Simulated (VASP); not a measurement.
# RbBr (Fm-3m) in VASP: notebook

The runs below take RbBr through relaxation of cell and atoms, with LDA.

Program: VASP 6.6.1. These are calculated values, not measurements. Logs are shortened: lines on timing, memory, paths and dates and some standing lists are left out, and cuts for length are marked.

**1. Starting point**

Symmetry: Fm-3m, No. 225, cubic system. Conventional cell: a = 6.854 Å, b = 6.854 Å, c = 6.854 Å, α = 90.00°, β = 90.00°, γ = 90.00°. Rb (site symmetry m-3m) has 6 Br at 3.43 Å as nearest neighbours. Br (site symmetry m-3m) has 6 Rb at 3.43 Å as nearest neighbours.

**2. Relaxation of cell and atoms, LDA**

INCAR reads:

```
SYSTEM = RbBr
PREC = Accurate ; ENCUT = 600
EDIFF = 1E-6 ; ISMEAR = 0
SIGMA = 0.03 ; LREAL = .FALSE.
LASPH = .TRUE. ; NELM = 80
ALGO = Normal ; ISIF = 3
LWAVE = .FALSE. ; LCHARG = .FALSE.
IBRION = 2 ; NSW = 90
EDIFFG = -0.01
```

KPOINTS reads:

```
regular mesh
0
G
  8 8 8
  0 0 0
```

POSCAR reads:

```
RbBr
1.0
    0.0000000000      3.4270000000      3.4270000000
    3.4270000000      0.0000000000      3.4270000000
    3.4270000000      3.4270000000      0.0000000000
Rb Br
1 1
Direct
    0.0000000000      0.0000000000      0.0000000000
    0.5000000000      0.5000000000      0.5000000000
```

Potentials or basis: VASP PAW LDA potentials, release 64 (Rb_sv, Br).

Launch:

```
$ cat potpaw_LDA.64/Rb_sv/POTCAR potpaw_LDA.64/Br/POTCAR > POTCAR
$ mpirun -np 1 vasp_std > vasp.out
```

OUTCAR:

```text
SYSTEM = RbBr
   PREC = Accurate
   ENCUT = 600
   EDIFF = 1E-6
   ISMEAR = 0
   LREAL = .FALSE.
   LASPH = .TRUE.
   NELM = 80
   ISIF = 3
   IBRION = 2
   NSW = 90
   EDIFFG = -0.01

 ion  position               nearest neighbor table
   1  0.000  0.000  0.000-   2 3.43   2 3.43   2 3.43   2 3.43   2 3.43   2 3.43
   2  0.500  0.500  0.500-   1 3.43   1 3.43   1 3.43   1 3.43   1 3.43   1 3.43

  LATTYP: Found a face centered cubic cell.
 ALAT       =     6.8540000000

  Lattice vectors:

 A1 = (   0.0000000000,   3.4270000000,   3.4270000000)
 A2 = (   3.4270000000,   0.0000000000,   3.4270000000)
 A3 = (   3.4270000000,   3.4270000000,   0.0000000000)

Analysis of symmetry for initial positions (statically):
=====================================================================
 Subroutine PRICEL returns:
 Original cell was already a primitive cell.

 Routine SETGRP: Setting up the symmetry group for a
 face centered cubic supercell.

 Subroutine GETGRP returns: Found 48 space group operations
 (whereof 48 operations were pure point group operations)
 out of a pool of 48 trial point group operations.

The static configuration has the point symmetry O_h .

Analysis of symmetry for dynamics (positions and initial velocities):
=====================================================================
 Subroutine PRICEL returns:
 Original cell was already a primitive cell.

 Routine SETGRP: Setting up the symmetry group for a
 face centered cubic supercell.

 Subroutine GETGRP returns: Found 48 space group operations
 (whereof 48 operations were pure point group operations)
 out of a pool of 48 trial point group operations.

The dynamic configuration has the point symmetry O_h .

 Subroutine INISYM returns: Found 48 space group operations
 (whereof 48 operations are pure point group operations),
 and found     1 'primitive' translations

----------------------------------------------------------------------------------------

                                     Primitive cell

  volume of cell :      80.4956

  direct lattice vectors                    reciprocal lattice vectors
     0.000000000  3.427000000  3.427000000    -0.145900204  0.145900204  0.145900204
     3.427000000  0.000000000  3.427000000     0.145900204 -0.145900204  0.145900204
     3.427000000  3.427000000  0.000000000     0.145900204  0.145900204 -0.145900204

  length of vectors
     4.846509878  4.846509878  4.846509878     0.252706567  0.252706567  0.252706567

  position of ions in fractional coordinates (direct lattice)
     0.000000000  0.000000000  0.000000000
     0.500000000  0.500000000  0.500000000

  ion indices of the primitive-cell ions
   primitive index   ion index
                 1           1
                 2           2

----------------------------------------------------------------------------------------

 KPOINTS: regular mesh

Automatic generation of k-mesh.
 Grid dimensions read from file:
 generate k-points for:    8    8    8

 Generating k-lattice:

  Cartesian coordinates                     Fractional coordinates (reciprocal lattice)
    -0.018237526  0.018237526  0.018237526     0.125000000  0.000000000  0.000000000
     0.018237526 -0.018237526  0.018237526     0.000000000  0.125000000  0.000000000
     0.018237526  0.018237526 -0.018237526     0.000000000  0.000000000  0.125000000

  Length of vectors
     0.031588321  0.031588321  0.031588321

  Shift w.r.t. Gamma in fractional coordinates (k-lattice)
     0.000000000  0.000000000  0.000000000

 Subroutine IBZKPT returns following result:
 ===========================================

 Found     29 irreducible k-points:

 Following reciprocal coordinates:
            Coordinates               Weight
  0.000000  0.000000  0.000000      1.000000
  0.125000  0.000000  0.000000      8.000000
  0.250000  0.000000  0.000000      8.000000
  0.375000  0.000000  0.000000      8.000000
  0.500000  0.000000  0.000000      4.000000
  0.125000  0.125000  0.000000      6.000000
[... 16 lines left out ...]
  0.500000  0.250000  0.125000     48.000000
 -0.375000  0.250000  0.125000     24.000000
 [... further k-points ...]
   k-points           NKPTS =     29   k-points in BZ     NKDIM =     29   number of bands    NBANDS=     12
   number of dos      NEDOS =    301   number of ions     NIONS =      2
   total plane-waves  NPLWV =  64000
   dimension x,y,z NGX =    40 NGY =   40 NGZ =   40
   dimension x,y,z NGXF=    80 NGYF=   80 NGZF=   80
   ions per type =               1   1
   NGX,Y,Z   is equivalent  to a cutoff of  13.72, 13.72, 13.72 a.u.
   NGXF,Y,Z  is equivalent  to a cutoff of  27.44, 27.44, 27.44 a.u.
 SYSTEM =  RbBr
   PREC   = accura    normal or accurate (medium, high low for compatibility)
   ISTART =      0    job   : 0-new  1-cont  2-samecut
   ICHARG =      2    charge: 1-file 2-atom 10-const
   ISPIN  =      1    spin polarized calculation?
   LNONCOLLINEAR =      F non collinear calculations
   LSORBIT =      F    spin-orbit coupling
   LASPH  =      T    aspherical Exc in radial PAW
   ENCUT  =  600.0 eV  44.10 Ry    6.64 a.u.   9.68  9.68  9.68*2*pi/ulx,y,z
   NELM   =     80;   NELMIN=  2; NELMDL= -5     # of ELM steps
   EDIFF  = 0.1E-05   stopping-criterion for ELM
   LREAL  =      F    real-space projection
   EDIFFG = -.1E-01   stopping-criterion for IOM
   NSW    =     90    number of steps for IOM
   IBRION =      2    ionic relax: 0-MD 1-quasi-New 2-CG
   NFREE  =      1    steps in history (QN), initial steepest desc. (CG)
   ISIF   =      3    stress and relaxation
   ISYM   =      2    0-nonsym 1-usesym 2-fastsym
   POTIM  = 0.5000    time-step for ionic-motion
   TEBEG  =    0.0;   TEEND  =   0.0 temperature during run
   PSTRESS=    0.0 pullay stress
   NELECT =      16.0000    total number of electrons
   NUPDOWN=      -1.0000    fix difference up-down
   EMIN   =  10.00;   EMAX   =-10.00  energy-range for DOS
   EFERMI =   0.00;   METHOD = LEGACY
   ISMEAR =     0;   SIGMA  =   0.03  broadening in eV -4-tet -1-fermi 0-gaus
   EFERMI_NEDOS =   21; number of points for ismear=-14 and -15
   IALGO  =     38    algorithm
   IMIX   =      4    mixing-type and parameters
     AMIX     =   0.40;   BMIX     =  1.00
     AMIX_MAG =   1.60;   BMIX_MAG =  1.00
  volume/ion in A,a.u.               =      40.25       271.61
  Fermi-wavevector in a.u.,A,eV,Ry     =   0.955412  1.805467 12.419564  0.912812
  Thomas-Fermi vector in A             =   2.084247
   LORBIT       =      0    0 simple, 1 ext, 2 COOP (PROOUT), +10 PAW based schemes
   GGA     = CA    functional components
   LHFCALC =     F    Hartree Fock is set to
   AEXX    =    0.0000 exact exchange contribution
   IVDW    =     0    specifies the selected vdW correction
   LEPSILON=     F    determine dielectric tensor
   LRPA    =     F    only Hartree local field effects (RPA)
 conjugate gradient relaxation of ions
 non-spin polarized calculation
 Gauss-broadening in eV      SIGMA  =   0.03
  energy-cutoff  :      600.00
  volume of cell :       80.50
 maximum number of plane-waves:      2733
   NGX = 19   NGY = 19   NGZ = 19

--------------------------------------- Ionic step        1  -------------------------------------------

 number of electron      16.0000001 magnetization

 Free energy of the ion-electron system (eV)
  ---------------------------------------------------
  ext. energy  EPLUGINS =         0.00000000
  ---------------------------------------------------
  free energy    TOTEN  =        -6.69436049 eV

  energy without entropy =       -6.69436049  energy(sigma->0) =       -6.69436049

------------------------ aborting loop because EDIFF is reached ----------------------------------------

  FORCE on cell =-STRESS in cart. coord.  units (eV):
  Direction    XX          YY          ZZ          XY          YZ          ZX
  --------------------------------------------------------------------------------------
  -------------------------------------------------------------------------------------
  Total       -0.5965655     -0.5965655     -0.5965655     -0.0000000     -0.0000000     -0.0000000
  in kB      -11.8739826    -11.8739826    -11.8739826     -0.0000000     -0.0000000     -0.0000000
  external PRESSURE =     -11.8739826 kB  Pullay stress =       0.0000000 kB
[... 57 lines left out ...]
  energy  without entropy=       -6.7137836738  energy(sigma->0) =       -6.71378367

--------------------------------------- Ionic step        3  -------------------------------------------

 number of electron      15.9999999 magnetization

 Free energy of the ion-electron system (eV)
  ---------------------------------------------------
  ext. energy  EPLUGINS =         0.00000000
  ---------------------------------------------------
  free energy    TOTEN  =        -6.71905018 eV

  energy without entropy =       -6.71905018  energy(sigma->0) =       -6.71905018

 E-fermi :  -1.4462     XC(G=0):  -8.0493

 val. band max:       -1.6325665858   @ k =   0.0000   0.0000   0.0000
 cond. band min:       2.5223804628   @ k =   0.0000   0.0000   0.0000
 fundamental gap:      4.1549470486
 Fermi energy:        -1.4462083304

 k-point     1 :       0.0000    0.0000    0.0000
  band No.  band energies     occupation
      1     -25.7576      2.00000
      2     -13.9280      2.00000
      3      -9.9081      2.00000
      4      -9.9081      2.00000
      5      -9.9081      2.00000
      6      -1.6326      2.00000
      7      -1.6326      2.00000
      8      -1.6326      2.00000
      9       2.5224      0.00000
     10       5.3992      0.00000
     11       5.3992      0.00000
     12       5.3992      0.00000
[... 331 lines left out ...]
 k-point    24 :      -0.3750    0.2500    0.1250
  band No.  band energies     occupation
      1     -25.7399      2.00000
      2     -13.9478      2.00000
      3     -10.0085      2.00000
      4      -9.9870      2.00000
      5      -9.8789      2.00000
      6      -2.5577      2.00000
      7      -2.0522      2.00000
      8      -2.0421      2.00000
      9       5.1532      0.00000
     10       5.6271      0.00000
     11       7.3033      0.00000
     12       7.3899      0.00000

 [... further k-points ...]

------------------------ aborting loop because EDIFF is reached ----------------------------------------

  FORCE on cell =-STRESS in cart. coord.  units (eV):
  Direction    XX          YY          ZZ          XY          YZ          ZX
  --------------------------------------------------------------------------------------
  -------------------------------------------------------------------------------------
  Total       -0.0150667     -0.0150667     -0.0150667      0.0000000      0.0000000     -0.0000000
  in kB       -0.3241740     -0.3241740     -0.3241740      0.0000000      0.0000000     -0.0000000
  external PRESSURE =      -0.3241740 kB  Pullay stress =       0.0000000 kB
[... 17 lines left out ...]
  FREE ENERGIE OF THE ION-ELECTRON SYSTEM (eV)
  ---------------------------------------------------
  free  energy   TOTEN  =        -6.7190501826 eV

  energy  without entropy=       -6.7190501826  energy(sigma->0) =       -6.71905018

 reached required accuracy - stopping structural energy minimisation
```

Run time: 62 s. Hardware: 1 thread of Intel Xeon Platinum 8259CL at 2.50GHz (Skylake/Cascade Lake), shared host; peak memory 0.23 GiB.

Results:

| Property | Result |
| --- | --- |
| Free energy | -6.7191 eV |
| Relaxed volume | 37.23 Å³/atom |
| Relaxed cell | a = 4.722 Å, b = 4.722 Å, c = 4.722 Å, α = 60.00°, β = 60.00°, γ = 60.00° |
| Space group after relaxing (to 0.05 Å) | Fm-3m (No. 225) |
| Energy gained by relaxing | 12.3 meV/atom |
| Ionic steps | 3 |
| Pressure after relaxing | 0.0 GPa |
| Band gap on the k mesh | 4.16 eV, direct |

The path:
| step | energy change (eV) | largest force (eV/Å) | pressure (GPa) | volume (Å³) |
| --- | --- | --- | --- | --- |
| 1 | 0.0000 | 0.0000 | -1.19 | 80.50 |
| 2 | -0.0194 | 0.0000 | -0.60 | 77.07 |
| 3 | -0.0247 | 0.0000 | -0.03 | 74.46 |

Final structure:
```
Rb Br
1.0
     0.00000    3.33918    3.33918
     3.33918    0.00000    3.33918
     3.33918    3.33918    0.00000
Rb Br
1 1
Cartesian
  0.0000 0.0000 0.0000
  3.3392 3.3392 3.3392
```

Levels at points of the mesh, in eV from the valence-band top:
```tsv
k point	band 6	band 7	band 8	band 9	band 10	band 11
(0.00, 0.00, 0.00)	0.00	0.00	0.00	4.16	7.03	7.03
(0.50, 0.00, 0.00)	-1.21	-0.46	-0.46	6.66	7.67	9.49
(0.50, 0.50, 0.00)	-0.51	-0.17	-0.17	5.20	7.10	9.20
```

**3. Relaxation of cell and atoms, LDA**

This run uses another cell than the first one, of 37.23 Å³/atom, 0.925 times its volume.

INCAR reads:

```
SYSTEM = RbBr
PREC = Accurate ; ENCUT = 600
EDIFF = 1E-7 ; ISMEAR = 0
SIGMA = 0.03 ; LREAL = .FALSE.
LASPH = .TRUE. ; NELM = 80
ALGO = Normal ; ISIF = 3
LWAVE = .FALSE. ; LCHARG = .FALSE.
IBRION = 2 ; NSW = 90
EDIFFG = -0.005
```

KPOINTS is that of step 2.

POSCAR reads:

```
RbBr                                    
1.0
   -0.0000000000      3.3391827443      3.3391827443
    3.3391827443      0.0000000000      3.3391827443
    3.3391827443      3.3391827443     -0.0000000000
  Rb              Br            
     1     1
Direct
     0.0000000000000000    0.0000000000000000    0.0000000000000000
     0.5000000000000000    0.5000000000000000    0.5000000000000000
```

Potentials or basis: VASP PAW LDA potentials, release 64 (Rb_sv, Br).

Launch:

```
$ cat potpaw_LDA.64/Rb_sv/POTCAR potpaw_LDA.64/Br/POTCAR > POTCAR
$ mpirun -np 1 vasp_std > vasp.out
```

Wall time 46 s (1 thread of Intel Xeon Platinum 8259CL at 2.50GHz (Skylake/Cascade Lake), shared host); peak memory 0.22 GiB.

It converged, with:

```yaml
Free_energy: -6.7189 eV
Relaxed_volume: 37.20 Å³/atom
Relaxed_cell: a = 4.721 Å, b = 4.721 Å, c = 4.721 Å, α = 60.00°, β = 60.00°, γ = 60.00°
Space_group_after_relaxing_to_0.05_Å: Fm-3m (No. 225)
Energy_gained_by_relaxing: 0.0 meV/atom
Ionic_steps: 2
Pressure_after_relaxing: 0.0 GPa
Band_gap_on_the_k_mesh: 4.16 eV, direct
```

Final structure:
```cif
data_structure
_symmetry_space_group_name_H-M 'P 1'
_symmetry_Int_Tables_number 1
_cell_length_a 4.7210
_cell_length_b 4.7210
_cell_length_c 4.7210
_cell_angle_alpha 60.000
_cell_angle_beta 60.000
_cell_angle_gamma 60.000
_cell_volume 74.40
loop_
_atom_site_label
_atom_site_type_symbol
_atom_site_fract_x
_atom_site_fract_y
_atom_site_fract_z
_atom_site_occupancy
Rb1 Rb 0.00000 0.00000 0.00000 1
Br1 Br 0.50000 0.50000 0.50000 1
```

Levels at points of the mesh, in eV from the valence-band top:
```
           k point  band 4  band 5  band 6  band 7  band 8  band 9  band 10  band 11  band 12
(0.00, 0.00, 0.00)   -8.27   -8.27    0.00    0.00    0.00    4.16     7.03     7.03     7.03
(0.50, 0.00, 0.00)   -8.28   -8.20   -1.21   -0.46   -0.46    6.66     7.67     9.49     9.49
(0.50, 0.50, 0.00)   -8.38   -8.38   -0.51   -0.17   -0.17    5.19     7.10     9.20     9.23
```

A k mesh can miss the band edges.
